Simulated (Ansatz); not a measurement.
Input and output of a band-structure calculation on BN in the rocksalt structure (Ansatz, PBE). The cell was relaxed beforehand with r2SCAN.

input.yaml:
```yaml
crystal:
  lattice:
    - [0.0, 1.7458259068, 1.7458259068]
    - [1.7458259068, 0.0, 1.7458259068]
    - [1.7458259068, 1.7458259068, 0.0]
  atoms:
    - { symbol: B, position: [0.0, 0.0, 0.0] }
    - { symbol: "N", position: [0.5, 0.5, 0.5] }
kpoints:
  mp_grid: { grid: [12, 12, 12] }
  band_path:
    path:
      - [[0.0, 0.0, 0.0], [0.5, 2.11598688589e-34, 0.5], [0.625, 0.25, 0.625]]
      - [[0.375, 0.375, 0.75], [0.0, 0.0, 0.0], [0.5, 0.5, 0.5], [0.5, 0.25, 0.75], [0.5, 2.11598688589e-34, 0.5]]
    npoints: 10
hamiltonian:
  xc: pbe
scf:
  occupations: { method: fermi_dirac, width: 0.02 }
  n_extra_bands: 4
output:
  forces: true
  stress: true
  eigenvalues: true
  write_density: true
  write_potential: true
  elf: true
  volumetric_format: npy
```

Command: `ansatz run input.yaml --threads 2 --pin off --max-ram 2211MiB --backend cpu --events-out ev --progress --plain --runs-dir out`. Wall time 0.66 s on 2 threads of Arm Neoverse V1 (shared host); peak host memory 0.24 GiB.

The log, with set-up remarks and timings taken out:
```
scf.n_extra_bands = 4 over 4 filled bands (N_el = 8.0): the run solves 8 bands
Functional definition: PBE
  parameter kappa = 0.804
  parameter beta = 0.06672455060314922
  exchange = pbe_x(kappa = kappa, mu = beta*pi^2/3)
  correlation = pbe_c(beta = beta)
Crystal: 2 atoms, lattice volume = 10.642 Å³
Basis set: ecut = 420 eV, 181 PW (Γ)
Symmetry: 48 space group operations
Space group: Fm-3m (ITA 225)
k-points: 72 of 1728
Free energy (F): -538.769678 eV
Fermi energy:    15.260254 eV
--- Per-component energies (eV) ---
  E_band       = 46.979973
  E_kinetic    = 183.524626
  E_local      = -126.190451
  E_nonlocal   = 55.896935
  E_hartree    = 35.742296
  E_xc         = -93.073380
  E_vxc        = -115.925818
  E_paw        = -205.821430
  E_vpaw       = -21.809991
  E_ewald      = -388.848369
--- Forces (eV/Å), atoms counted from 1 ---
  atom   1  B       0.00000      0.00000      0.00000
  atom   2  N       0.00000      0.00000      0.00000
--- Stress (GPa, compression-positive) ---
        3.923673       0.000000       0.000000
        0.000000       3.923673       0.000000
        0.000000       0.000000       3.923673
  P = ⅓ Tr σ = 3.9237 GPa (39.237 kbar)
--- Band table (eV; the first three rows and the last of 72) ---
  k-point 0: bands = [-7.9177, 13.7113, 13.7113, 13.7113, 23.7977, 26.6628, 26.6628, 26.6628]
  k-point 1: bands = [-7.7221, 12.8679, 13.6956, 13.6956, 24.0232, 26.0008, 26.0008, 26.5340]
  k-point 2: bands = [-7.1401, 10.7817, 13.6736, 13.6736, 23.9642, 24.4719, 24.4719, 26.6771]
  k-point 71: bands = [0.2771, 5.0910, 5.0910, 7.6244, 21.7518, 22.4097, 29.0107, 29.0107]
```

The rows of the band table are 0: (0, 0, 0) = Γ, 1: (0, 0, 0.083), 2: (0, 0, 1/6), 71: (1/4, -1/2, -1/4) = W.

Levels along the path, in eV from the valence top (v1 is the last filled band, c1 the first empty one):
```
point  distance (1/Å)      v3     v2     v1    c1     c2
    Γ            0.00   -0.93  -0.93  -0.93  9.15  12.02
    ·            0.36   -1.56  -1.56  -1.37  9.33  10.01
    ·            0.72   -2.96  -2.96  -2.80  5.45  11.44
    ·            1.08   -5.60  -4.37  -4.37  2.69  10.70
    ·            1.44   -9.27  -5.35  -5.35  1.51   9.27
    X            1.80  -11.95  -5.70  -5.70  1.20   8.80
    ·            1.93  -11.90  -5.96  -5.65  1.37   9.02
    ·            2.05  -11.75  -6.63  -5.49  1.79   9.69
    ·            2.18  -11.50  -7.49  -5.24  2.29  10.70
    ·            2.31  -11.15  -8.34  -4.89  2.78  11.82
    U            2.44  -10.71  -9.01  -4.44  3.25  11.21
    K            2.44  -10.71  -9.01  -4.44  3.25  11.21
    ·            2.63   -9.87  -9.48  -3.61  3.94   9.63
    ·            3.01   -8.58  -7.67  -1.57  5.48   6.95
    ·            3.39   -6.35  -5.04  -0.07  6.21   7.33
    ·            3.77   -3.59  -2.58  -0.31  8.53   9.18
    ·            4.15   -1.31  -1.12  -0.85  9.30  11.47
    Γ            4.34   -0.93  -0.93  -0.93  9.15  12.02
    ·            4.50   -1.25  -0.94  -0.94  9.25  11.77
    ·            4.81   -3.38  -0.97  -0.97  9.40  10.16
    ·            5.12   -6.50  -0.96  -0.96  8.10   8.10
    ·            5.44   -9.70  -0.85  -0.85  6.34   6.34
    ·            5.75  -12.20  -0.71  -0.71  5.31   5.31
    L            5.90  -12.64  -0.69  -0.69  5.17   5.17
    ·            6.03  -12.60  -1.05  -0.84  5.22   5.35
    ·            6.28  -12.27  -3.10  -1.92  5.56   6.02
    ·            6.54  -11.62  -5.57  -3.58  6.09   6.64
    ·            6.79  -10.71  -7.80  -5.34  6.65   7.27
    ·            7.05   -9.76  -9.32  -6.76  7.05   7.70
    W            7.18   -9.55  -9.55  -7.02  7.11   7.76
    ·            7.27   -9.99  -9.09  -6.99  6.44   8.45
    ·            7.45  -10.74  -8.11  -6.79  4.71  10.34
    ·            7.63  -11.33  -7.12  -6.43  3.17  11.22
    ·            7.81  -11.73  -6.27  -6.03  1.97   9.77
    ·            7.98  -11.93  -5.77  -5.74  1.29   8.91
    X            8.07  -11.95  -5.70  -5.70  1.20   8.80
```

Planar averages along the third cell vector, from rho_z.tsv and v_z.tsv (valence density with its augmentation; electrostatic potential energy of an electron, of which only differences have a meaning):
```tsv
z (Å)	ρ (e/Å³)	v_es (eV)
0.00	0.442	0.07
0.14	0.459	0.52
0.27	0.507	1.77
0.41	0.581	3.19
0.55	0.679	4.10
0.69	0.794	4.20
0.82	0.912	3.48
0.96	1.007	2.28
1.10	1.064	1.24
1.23	1.082	0.86
1.37	1.064	1.24
1.51	1.007	2.28
1.65	0.912	3.48
1.78	0.794	4.20
1.92	0.679	4.10
2.06	0.581	3.19
2.19	0.507	1.77
2.33	0.459	0.52
```

The PBE gap is indirect, 1.20 eV (K–Γ (0.56 of the way from K) to X), below the direct gap of 5.86 eV at L. The mean pressure is +3.92 GPa (compression positive), so PBE would enlarge the cell's volume.

Note: simulated data, non-magnetic, for a generated structure that need not be the stable one.
